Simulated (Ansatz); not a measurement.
The reference is CoPt (space group P4/mmm, No. 123; ferromagnetic).

```yaml
crystal:
  lattice:
    - [2.69483, 0.00000, 0.00000]
    - [0.00000, 2.69483, 0.00000]
    - [0.00000, 0.00000, 3.72423]
  atoms:
    - { symbol: Co, position: [0.50000, 0.50000, 0.50000] }
    - { symbol: Pt, position: [0.00000, 0.00000, 0.00000] }
```

Method: PBE in Ansatz (plane waves to 420 eV, PAW, spin-orbit coupling left out).

For the base:

| Property | Result |
|---|---|
| Largest site moment | 1.94 μB |
| Density | 15.60 g/cm³ |

Now apply this change: cell and atoms relaxed at a pressure of 30 GPa.

What happens to the largest site moment?

The largest site moment falls by 0.16 μB to 1.78 μB.

What happens to the density?

The density rises by 1.73 g/cm³ to 17.33 g/cm³.

Other magnetic orders, which the real material may have, were not ruled out. Load acts through the strain it causes; cell and atoms are relaxed under it. Stability against distortions was not tested. No other phases were tried under pressure.

Ansatz is a first-principles code.
